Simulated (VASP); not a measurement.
# CoO (I4/mmm) in VASP: settings compared, part 2 of 2

VASP 6.6.1. The steps go on from the part before.

**3. Relaxation of the atoms, PBE, collinear spin, ferromagnetic start, 9.20 Å³/atom (strain = -0.04)**

INCAR

```
PREC = Accurate
ENCUT = 520
EDIFF = 1E-7
ISMEAR = -1
SIGMA = 0.05
LREAL = F
LASPH = T
NELM = 120
ALGO = Normal
ISIF = 2
LWAVE = F
LCHARG = F
ISPIN = 2
MAGMOM = 2 0
LORBIT = 11
LMAXMIX = 4
GGA = PE
IBRION = 2
NSW = 60
EDIFFG = -0.005
```

KPOINTS

```
regular mesh
0
Gamma
  9 9 9
```

POSCAR

```
CoO
1.0
   -1.4476804224      1.5080004400      2.1072503600
    1.4476804224     -1.5080004400      2.1072503600
    1.4476804224      1.5080004400     -2.1072503600
Co O
1 1
Direct
    0.0000000000      0.0000000000      0.0000000000
    0.5000000000      0.5000000000      0.0000000000
```

Potentials or basis: VASP PAW PBE potentials, release 64 (Co, O).

Started as:

```sh
$ cat potpaw_PBE.64/Co/POTCAR potpaw_PBE.64/O/POTCAR > POTCAR
$ mpirun -np 1 vasp_std > vasp.out
```

OUTCAR:

```text
PREC = Accurate
   ENCUT = 520
   EDIFF = 1E-7
   ISMEAR = -1
   LREAL = F
   LASPH = T
   NELM = 120
   ISIF = 2
   ISPIN = 2
   LORBIT = 11
   GGA = PE
   IBRION = 2
   NSW = 60
   EDIFFG = -0.005

 ion  position               nearest neighbor table
   1  0.000  0.000  0.000-   2 2.09   2 2.09   2 2.09   2 2.09   2 2.11   2 2.11
   2  0.500  0.500  0.000-   1 2.09   1 2.09   1 2.09   1 2.09   1 2.11   1 2.11

  LATTYP: Found a body centered orthorhombic cell.
 ALAT       =     2.8953608448
 B/A-ratio  =     1.0416666667
 C/A-ratio  =     1.4556046538

  Lattice vectors:

 A1 = (  -1.4476804224,   1.5080004400,   2.1072503600)
 A2 = (   1.4476804224,  -1.5080004400,   2.1072503600)
 A3 = (   1.4476804224,   1.5080004400,  -2.1072503600)

Analysis of symmetry for initial positions (statically):
=====================================================================
 Subroutine PRICEL returns:
 Original cell was already a primitive cell.

 Routine SETGRP: Setting up the symmetry group for a
 body centered orthorhombic supercell.

 Subroutine GETGRP returns: Found  8 space group operations
 (whereof  8 operations were pure point group operations)
 out of a pool of  8 trial point group operations.

The static configuration has the point symmetry D_2h.

Analysis of symmetry for dynamics (positions and initial velocities):
=====================================================================
 Subroutine PRICEL returns:
 Original cell was already a primitive cell.

 Routine SETGRP: Setting up the symmetry group for a
 body centered orthorhombic supercell.

 Subroutine GETGRP returns: Found  8 space group operations
 (whereof  8 operations were pure point group operations)
 out of a pool of  8 trial point group operations.

The dynamic configuration has the point symmetry D_2h.

Analysis of structural, dynamic, and magnetic symmetry:
=====================================================================
 Subroutine PRICEL returns:
 Original cell was already a primitive cell.

 Routine SETGRP: Setting up the symmetry group for a
 body centered orthorhombic supercell.

 Subroutine GETGRP returns: Found  8 space group operations
 (whereof  8 operations were pure point group operations)
 out of a pool of  8 trial point group operations.

The overall configuration has the point symmetry D_2h.

 Subroutine INISYM returns: Found  8 space group operations
 (whereof  8 operations are pure point group operations),
 and found     1 'primitive' translations

----------------------------------------------------------------------------------------

                                     Primitive cell

  volume of cell :      18.4014

  direct lattice vectors                    reciprocal lattice vectors
    -1.447680422  1.508000440  2.107250360     0.000000000  0.331564890  0.237276030
     1.447680422 -1.508000440  2.107250360     0.345380094  0.000000000  0.237276030
     1.447680422  1.508000440 -2.107250360     0.345380094  0.331564890  0.000000000

  length of vectors
     2.968223039  2.968223039  2.968223039     0.407719500  0.419031411  0.478772060

  position of ions in fractional coordinates (direct lattice)
     0.000000000  0.000000000  0.000000000
     0.500000000  0.500000000  0.000000000

  ion indices of the primitive-cell ions
   primitive index   ion index
                 1           1
                 2           2

[... 88 lines left out ...]
   IALGO  =     38    algorithm
   IMIX   =      4    mixing-type and parameters
     AMIX     =   0.40;   BMIX     =  1.00
     AMIX_MAG =   1.60;   BMIX_MAG =  1.00
  volume/ion in A,a.u.               =       9.20        62.09
  Fermi-wavevector in a.u.,A,eV,Ry     =   1.529285  2.889930 31.820125  2.338713
  Thomas-Fermi vector in A             =   2.636927
   LORBIT       =     11    0 simple, 1 ext, 2 COOP (PROOUT), +10 PAW based schemes
   GGA     = PE    functional components
   LHFCALC =     F    Hartree Fock is set to
   AEXX    =    0.0000 exact exchange contribution
   IVDW    =     0    specifies the selected vdW correction
   LEPSILON=     F    determine dielectric tensor
   LRPA    =     F    only Hartree local field effects (RPA)
 conjugate gradient relaxation of ions
 spin polarized calculation
  energy-cutoff  :      520.00
  volume of cell :       18.40
 maximum number of plane-waves:       519
 NGX is ok and might be reduce to    24
   NGX = 11   NGY = 11   NGZ = 11

 number of electron      15.0000002 magnetization       2.7425532

 Free energy of the ion-electron system (eV)
  ---------------------------------------------------
  ext. energy  EPLUGINS =         0.00000000
  ---------------------------------------------------
  free energy    TOTEN  =       -13.05482942 eV

  energy without entropy =      -13.02377790  energy(sigma->0) =      -13.03930366

 E-fermi :   8.6016     XC(G=0): -12.6929

 val. band max:        8.6000354022   @ k =   0.0000   0.0000   0.0000
 cond. band min:       8.6039953817   @ k =  -0.3333  -0.2222   0.2222
 fundamental gap:      0.0039599795
 Fermi energy:         8.6015994207

 spin component 1

 k-point     1 :       0.0000    0.0000    0.0000
  band No.  band energies     occupation
      1     -12.0453      1.00000
      2       5.1287      1.00000
      3       5.2854      1.00000
      4       5.3482      1.00000
      5       5.3845      1.00000
      6       5.4070      1.00000
      7       5.4490      1.00000
      8       5.5042      1.00000
      9       5.7088      1.00000
     10       9.8811      0.00000
     11      25.5980      0.00000
     12      26.5902      0.00000
[... 333 lines left out ...]
      1     -11.0337      1.00000
      2       1.0991      1.00000
      3       2.5418      1.00000
      4       2.7503      1.00000
      5       6.0713      1.00000
      6       6.1664      1.00000
      7       6.6276      1.00000
      8       8.3335      0.99533
      9       8.3931      0.98478
     10      13.3569      0.00000
     11      19.3905      0.00000
     12      23.1149      0.00000

 [... further k-points ...]

 spin component 2

 k-point     1 :       0.0000    0.0000    0.0000
  band No.  band energies     occupation
      1     -11.6040      1.00000
      2       5.6084      1.00000
      3       5.7848      1.00000
      4       5.9099      1.00000
      5       7.3293      1.00000
      6       7.3557      1.00000
      7       7.4795      1.00000
      8       8.5833      0.59063
      9       8.6000      0.50782
     10      10.3940      0.00000
     11      25.5205      0.00000
     12      27.0980      0.00000
[... 333 lines left out ...]
      1     -10.5697      1.00000
      2       1.6382      1.00000
      3       3.7803      1.00000
      4       3.9951      1.00000
      5       8.1620      0.99985
      6       8.2270      0.99944
      7       8.3823      0.98770
      8      10.7991      0.00000
      9      10.8633      0.00000
     10      13.8028      0.00000
     11      19.9738      0.00000
     12      23.6911      0.00000

 [... further k-points ...]

------------------------ aborting loop because EDIFF is reached ----------------------------------------

  FORCE on cell =-STRESS in cart. coord.  units (eV):
  Direction    XX          YY          ZZ          XY          YZ          ZX
  --------------------------------------------------------------------------------------
  -------------------------------------------------------------------------------------
  Total        0.6127392      0.8240272      0.6708529      0.0000000      0.0000000      0.0000000
  in kB       53.3501897     71.7466826     58.4100550      0.0000000      0.0000000      0.0000000
  external PRESSURE =      61.1689758 kB  Pullay stress =       0.0000000 kB

 VOLUME and BASIS-vectors are now :
 -----------------------------------------------------------------------------
  energy-cutoff  :      520.00
  volume of cell :       18.40
      direct lattice vectors                 reciprocal lattice vectors
    -1.447680422  1.508000440  2.107250360     0.000000000  0.331564890  0.237276030
     1.447680422 -1.508000440  2.107250360     0.345380094  0.000000000  0.237276030
     1.447680422  1.508000440 -2.107250360     0.345380094  0.331564890  0.000000000

 POSITION                                       TOTAL-FORCE (eV/Angst)
 -----------------------------------------------------------------------------------
      0.00000      0.00000      0.00000         0.000000      0.000000     -0.000000
      0.00000      0.00000      2.10725        -0.000000      0.000000      0.000000
 -----------------------------------------------------------------------------------
    total drift:                               -0.000000      0.000000     -0.000000

  FREE ENERGIE OF THE ION-ELECTRON SYSTEM (eV)
  ---------------------------------------------------
  free  energy   TOTEN  =       -13.0548294218 eV

  energy  without entropy=      -13.0237778975  energy(sigma->0) =      -13.03930366

 reached required accuracy - stopping structural energy minimisation

 total charge

# of ion       s       p       d       tot
------------------------------------------
    1        0.307   0.389   7.190   7.886
    2        1.557   3.442   0.000   4.999
--------------------------------------------------
tot          1.865   3.831   7.190  12.885

 magnetization (x)

# of ion       s       p       d       tot
------------------------------------------
    1        0.021   0.019   2.399   2.439
    2        0.030   0.229   0.000   0.258
--------------------------------------------------
tot          0.051   0.248   2.399   2.698
```

OSZICAR:

```text
N       E                     dE             d eps       ncg     rms          rms(c)
DAV:   1     0.860917134085E+02    0.86092E+02   -0.72756E+03  6080   0.146E+03
DAV:   2    -0.908184897995E+01   -0.95174E+02   -0.84612E+02  6292   0.286E+02
[... 12 lines left out ...]
DAV:  15    -0.130548359987E+02    0.69950E-05   -0.96413E-06  7656   0.551E-02    0.339E-02
DAV:  16    -0.130548310999E+02    0.48988E-05   -0.36054E-06  8652   0.466E-02    0.226E-02
DAV:  17    -0.130548301876E+02    0.91230E-06   -0.98711E-06  7684   0.829E-02    0.163E-02
DAV:  18    -0.130548292263E+02    0.96131E-06   -0.64048E-06  8180   0.486E-02    0.438E-03
DAV:  19    -0.130548293952E+02   -0.16899E-06   -0.85202E-07  6428   0.118E-02    0.227E-03
DAV:  20    -0.130548294218E+02   -0.26525E-07   -0.28872E-07  3092   0.736E-03
   1 F= -.13054829E+02 E0= -.13039304E+02  d E =-.130548E+02  mag=     2.7426
```

Run time: 96 s. Hardware: 1 thread of AMD EPYC 7R13 (Zen 3), shared host; peak memory 0.15 GiB.

What came out:

```
Free energy                                           : -13.0548 eV
Pressure after relaxing                               : 6.1 GPa
Band gap on the k mesh                                : none (metal or under the smearing width)
Net moment                                            : 2.74 μB per cell
Site moments                                          : Co +2.44; O +0.26 μB
Valence electrons inside the program's atomic spheres : Co 7.89; O 5.00
```

Caveat: the relaxation stopped at its first step, so nothing moved; a cell with one magnetic atom can't hold antiferromagnetic order, which such compounds often take; semilocal functionals often make such compounds metallic where correlation or magnetic order opens a gap, which also shifts bond lengths.

**4. Relaxation of the atoms, PBE, collinear spin, ferromagnetic start, 9.39 Å³/atom (strain = -0.02)**

INCAR is that of step 3.

KPOINTS is that of step 3.

POSCAR

```
CoO
1.0
   -1.4778404312      1.5080004400      2.1072503600
    1.4778404312     -1.5080004400      2.1072503600
    1.4778404312      1.5080004400     -2.1072503600
Co O
1 1
Direct
    0.0000000000      0.0000000000      0.0000000000
    0.5000000000      0.5000000000      0.0000000000
```

Started as:

```sh
$ cat potpaw_PBE.64/Co/POTCAR potpaw_PBE.64/O/POTCAR > POTCAR
$ mpirun -np 1 vasp_std > vasp.out
```

Run time: 87 s. Hardware: 1 thread of AMD EPYC 7R13 (Zen 3), shared host; peak memory 0.16 GiB.

It converged, with:

```yaml
Free_energy: -13.0635 eV
Pressure_after_relaxing: 2.3 GPa
Band_gap_on_the_k_mesh: none (metal or under the smearing width)
Net_moment: 2.78 μB per cell
Site_moments: Co +2.47; O +0.27 μB
Valence_electrons_inside_the_program's_atomic_spheres: Co 7.85; O 4.99
```

Caveat: the relaxation stopped at its first step, so nothing moved; a cell with one magnetic atom can't hold antiferromagnetic order, which such compounds often take; semilocal functionals often make such compounds metallic where correlation or magnetic order opens a gap, which also shifts bond lengths.
